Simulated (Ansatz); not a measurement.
**What strain does to BaZrO3 (cubic perovskite)**

BaZrO3 (cubic perovskite), relaxed with r2SCAN in the PAW code Ansatz. It is cubic, Pm-3m (No. 221); a = 4.205 Å in the conventional setting, 14.87 Å³ an atom. Ba has 12 O at 2.97 Å; Zr has 6 O at 2.10 Å; O has 2 Zr at 2.10 Å and 4 Ba at 2.97 Å.

The axes x, y and z are those of this cell:
```
CELL_PARAMETERS angstrom
4.20536 0.00000 0.00000
0.00000 4.20536 0.00000
0.00000 0.00000 4.20536
ATOMIC_POSITIONS crystal
Ba 0.00000 0.00000 0.00000
Zr 0.50000 0.50000 0.50000
O 0.50000 0.50000 0.00000
O 0.50000 0.00000 0.50000
O 0.00000 0.50000 0.50000
```

Unstrained: With PBE the valence top lies at R and the conduction bottom at Γ, 3.217 eV higher; the smallest vertical gap, at Γ, is 3.424 eV. With r2SCAN the valence top lies at R and the conduction bottom at Γ, 3.731 eV higher; the smallest vertical gap, at Γ, is 3.959 eV. With HSE06 the valence top lies at R and the conduction bottom at Γ, 4.686 eV higher; the smallest vertical gap, at Γ, is 4.964 eV. Meshes: PBE 6×6×6, r2SCAN 6×6×6, HSE06 4×4×4. Strains are changes of length per length, and xy shears are angles. After each strain the atoms were relaxed again with r2SCAN within the symmetry that the strain leaves, so tilts or polar shifts that break it weren't tested; points keep the names that they have in the unstrained zone. The values are computed, spin-unpolarised, and not measurements.

Changes of the least gap in eV (an overlap counts as a negative gap):

| strain | volume change (%) | space group | PBE | r2SCAN | HSE06 | energy rise, r2SCAN (meV/atom) |
| --- | --- | --- | --- | --- | --- | --- |
| uniaxial -2.5 % along z | -2.5 | P4/mmm | -0.034 | -0.027 | -0.024 | 10.0 |
| uniaxial +5.0 % along x | +5.0 | P4/mmm | -0.223 | -0.235 | -0.231 | 31.3 |
| isotropic -2.0 % on every length | -5.9 | Pm-3m | +0.137 | +0.155 | +0.156 | 29.0 |
| xy shear, engineering strain (angle) -1.5 % | 0.0 | Cmmm | -0.064 | -0.064 | -0.069 | 0.9 |

Uniaxial -2.5 % along z, other directions held. HSE06: the gap goes from 4.686 to 4.662 eV (-0.024 eV). Stress change with r2SCAN, compression positive: xx +2.27, yy +2.27, zz +9.09 GPa.

Uniaxial +5.0 % along x, other directions held. HSE06: the gap goes from 4.686 to 4.455 eV (-0.231 eV). Stress change with r2SCAN, compression positive: xx -12.28, yy -3.79, zz -3.79 GPa.

Isotropic -2.0 % on every length. HSE06: the gap goes from 4.686 to 4.842 eV (+0.156 eV). Stress change with r2SCAN, compression positive: xx +11.29, yy +11.29, zz +11.29 GPa. For HSE06, dE_g/d ln V = -2.6 eV over this step.

Xy shear, engineering strain (angle) -1.5 %. HSE06: the gap goes from 4.686 to 4.617 eV (-0.069 eV). Stress change with r2SCAN, compression positive: xx +0.01, yy +0.01, zz +0.01, xy +1.36 GPa.

The runs are scalar-relativistic, without spin-orbit coupling.

The meshes of the hybrids are coarse, so their gaps aren't converged to the digits shown.
